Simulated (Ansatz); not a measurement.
The system is GaAs.

```
CELL_PARAMETERS angstrom
0.00000 2.82685 2.82685
2.82685 0.00000 2.82685
2.82685 2.82685 0.00000
ATOMIC_POSITIONS crystal
As 0.75000 0.75000 0.75000
Ga 0.00000 0.00000 0.00000
```

| Quantity | Value |
| --- | --- |
| Program | Ansatz 0.2.0 |
| Task | relaxation of cell and atoms |
| Functional | LDA |
| Potentials or basis | Ansatz PAW |
| Cutoff | 420 eV (not typed: the program's choice for these potentials) |
| k mesh | 8 × 8 × 8 |
| Occupations | fermi-dirac, width 0.05 eV |
| Spin | no spin polarisation |

At the start: volume 22.59 Å³/atom.

Q: How do energy, volume and symmetry change on relaxing?

A: It ends after 4 steps and the volume is 21.98 Å³/atom (-2.7 %); space group F-43m (No. 216, to 0.05 Å).

The path:
```tsv
step	energy change (eV)	largest force (eV/Å)	volume (Å³)
1	0.0000	0.0000	45.18
2	-0.0073	0.0000	44.18
3	-0.0076	0.0000	43.95
4	-0.0074	0.0000	43.95
```

Final structure:
```
As Ga
1.0
     0.00000    2.80105    2.80105
     2.80105    0.00000    2.80105
     2.80105    2.80105    0.00000
As Ga
1 1
Direct
  0.75000 0.75000 0.75000
  0.00000 0.00000 0.00000
```

Caveat: the plane-wave basis is chosen anew once the cell has moved, so the energies of steps on either side of that aren't comparable; the PAW data sets come from PBE, with cores solved anew for the run's functional, which leaves a small shift of forces and pressure.
